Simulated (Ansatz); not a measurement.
# 5 guesses for B and where they end

These are results of DFT PBE, scalar-relativistic, plane waves, PAW (Ansatz), not measurements. All cells share a 420 eV cutoff and Γ-centred k meshes spaced at most about 0.3 Å⁻¹ (about 0.25 or finer for metals, 2π included). No spin polarisation in the final relaxations.

Each guess was relaxed in cell and atoms at zero pressure, within the symmetry of its start. Temperature and zero-point effects are left out. Coordination counts all near atoms (those within 1.25 times the shortest such distance or 1.15 times the sum of covalent radii; a plus sign parts nearer from farther groups; a slash parts the counts of unlike sites).

| guess | made from | start group | V start (Å³/atom) | end group | V end (Å³/atom) | coordination at the end | gap on mesh (eV) | E over the lowest end (meV/atom) |
| --- | --- | --- | --- | --- | --- | --- | --- | --- |
| 1 | 4-connected net of one element | R32 | 8.2 | R32 | 6.9 | B 6/7 | 0 | 0 |
| 2 | 4-connected net of one element | Cmcm | 8.4 | Cmcm | 8.4 | B 3+2/4+2 | 0 | 432 |
| 3 | 4-connected net of one element | Fddd | 6.5 | ? | ? | ? | ? | ? |
| 4 | 4-connected net of one element | I-42m | 7.2 | P4_2/mmc | 7.6 | B 1+6 | 0 | 284 |
| 5 | 4-connected net of one element | Cmmm | 7.4 | Cmmm | 7.1 | B 6 | 0 | 319 |

Guess 3 as it starts:

```cif
data_structure
_symmetry_space_group_name_H-M 'Fddd:1'
_symmetry_Int_Tables_number 70
_cell_length_a 2.4615
_cell_length_b 5.1001
_cell_length_c 8.2251
_cell_angle_alpha 90.000
_cell_angle_beta 90.000
_cell_angle_gamma 90.000
_cell_volume 103.26
loop_
_atom_site_label
_atom_site_type_symbol
_atom_site_symmetry_multiplicity
_atom_site_Wyckoff_symbol
_atom_site_fract_x
_atom_site_fract_y
_atom_site_fract_z
_atom_site_occupancy
B1 B 16 g 0.00000 0.00000 0.81733 1
```

Task: Fill in the missing row: what does this guess relax into, and where does it rank?

Result: It ends in space group Fddd (No. 70), with a = 1.846 Å, b = 5.865 Å, c = 10.046 Å, 6.8 Å³/atom and no gap. It lies 297 meV/atom over the lowest end, above guess 4 and below guess 5. Counting all near atoms, this end has B 6+2 and the lowest (guess 1) has B 6/7.

Space group Fddd:1 (No. 70). a = 1.846 Å, b = 5.865 Å, c = 10.046 Å, α = 90.00°, β = 90.00°, γ = 90.00°
```tsv
atom	site	symmetry	x	y	z
B	16g	..2	0.0000	0.0000	0.8305
```

For metals, differences of a few meV/atom aren't resolved. With atoms moved at random, P4_2/mmc came back. Other cells relaxed within their symmetry can be saddle points. The part of the Crystallography Open Database at hand lists B in space groups No. 58, 134, 166; no cell shown has one of them. Some structure types and database cells were kept out of the candidates from the start, so a known form may be missing.
